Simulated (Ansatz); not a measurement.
# Sn: the band gap up the ladder of functionals

The task here is to estimate one member of a computed series from the others.

Code: Ansatz 0.2.0. PAW datasets, plane waves. Calculated at 0 K for a non-magnetic cell.

### The cell

The cell was relaxed beforehand with r2SCAN.

It is cubic, Fd-3m (No. 227); conventional cell a = 6.569 Å, 35.43 Å³ an atom. Sn has 4 Sn at 2.84 Å.

Coordinates:

```cif
data_structure
_symmetry_space_group_name_H-M 'Fd-3m:1'
_symmetry_Int_Tables_number 227
_cell_length_a 6.5689
_cell_length_b 6.5689
_cell_length_c 6.5689
_cell_angle_alpha 90.000
_cell_angle_beta 90.000
_cell_angle_gamma 90.000
_cell_volume 283.45
loop_
_atom_site_label
_atom_site_type_symbol
_atom_site_symmetry_multiplicity
_atom_site_Wyckoff_symbol
_atom_site_fract_x
_atom_site_fract_y
_atom_site_fract_z
_atom_site_occupancy
Sn1 Sn 8 b 0.00000 0.00000 0.50000 1
```

The first run:

Contents of input.yaml:

```yaml
crystal:
  lattice:
    - [0.0, 3.2844597808, 3.2844597808]
    - [3.2844597808, 0.0, 3.2844597808]
    - [3.2844597808, 3.2844597808, 0.0]
  atoms:
    - { symbol: Sn, position: [0.0, 0.0, 0.0] }
    - { symbol: Sn, position: [0.25, 0.25, 0.25] }
kpoints:
  mp_grid: { grid: [6, 6, 6] }
  band_path:
    path:
      - [[0.0, 0.0, 0.0], [0.5, 0.0, 0.5], [0.625, 0.25, 0.625]]
      - [[0.375, 0.375, 0.75], [0.0, 0.0, 0.0], [0.5, 0.5, 0.5], [0.5, 0.25, 0.75], [0.5, 0.0, 0.5]]
    npoints: 10
hamiltonian:
  xc: pbe
scf:
  occupations: { method: fermi_dirac, width: 0.02 }
  n_extra_bands: 4
output:
  forces: true
  stress: true
  eigenvalues: true
```

Run with:

```
$ ansatz run input.yaml --threads 4 --pin off --max-ram 7372MiB --backend cpu --events-out ev --progress --plain --runs-dir out
```

Among the steps run: PBE band path; Single point with r2SCAN; HSE06; Single point with PBE+SOC; PBE0; Single point with LDA.

One table of the session follows, with a row left open; its other results are not shown here.

| level | gap (eV) |
| --- | --- |
| PBE | ? |
| r2SCAN | 0.00 |
| HSE06 | 0.00 |
| PBE+SOC | -0.38 |
| PBE0 | 0.00 |
| LDA | -0.28 |

Estimate the missing values for PBE.

The run gave: gap (eV): -0.16. In the column «gap (eV)» it lies between LDA (-0.28) and r2SCAN (0.00).

Meshes: PBE 6×6×6, r2SCAN 6×6×6, HSE06 4×4×4, PBE+SOC 6×6×6, PBE0 4×4×4, LDA 6×6×6.

Every level leaves the bands touching or overlapping. The calculation is for fixed nuclei; the measurement holds lattice motion too.

To keep in mind: Warnings in the runs' records: filled band counts differ across k points, stress exchange threshold loose, stress scf threshold loose.
